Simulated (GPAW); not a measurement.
The system is MoS2.

```
Mo S
1.0
     0.00000    2.99595    2.99595
     2.99595    0.00000    2.99595
     2.99595    2.99595    0.00000
Mo S
1 2
Direct
  0.00000 0.00000 0.00000
  0.25000 0.25000 0.25000
  0.75000 0.75000 0.75000
```

Measurements of this composition are mostly on another form, of space group No. 194.

Base run:

* Program: GPAW 26.7.0
* Functional: PBE
* Potentials or basis: GPAW PAW data sets (gpaw-data 1.2.1)
* Cutoff: 600 eV
* Basis: pw
* k mesh: 6 × 6 × 6
* Occupations: gaussian, width 0.05 eV
* Spin: collinear spin, random start
* Starting moments: [0.79, 0.0, 0.0] μB
* Hubbard terms: Mo d U = 2 eV

Its results: band gap on the k mesh none (metal or under the smearing width); pressure 1.8 GPa.

Question: The run is repeated on the same cell with these changes: spin from collinear spin, random start to no spin polarisation; hubbard terms from Mo d U = 2 eV to Mo d U = 5 eV. What comes out?

Answer: Band gap on the k mesh none (metal or under the smearing width); pressure 2.2 GPa.

Several settings changed at once, so the effect can't be laid on one alone.

Caveats: U without spin polarisation on a metal has little footing (some runs).
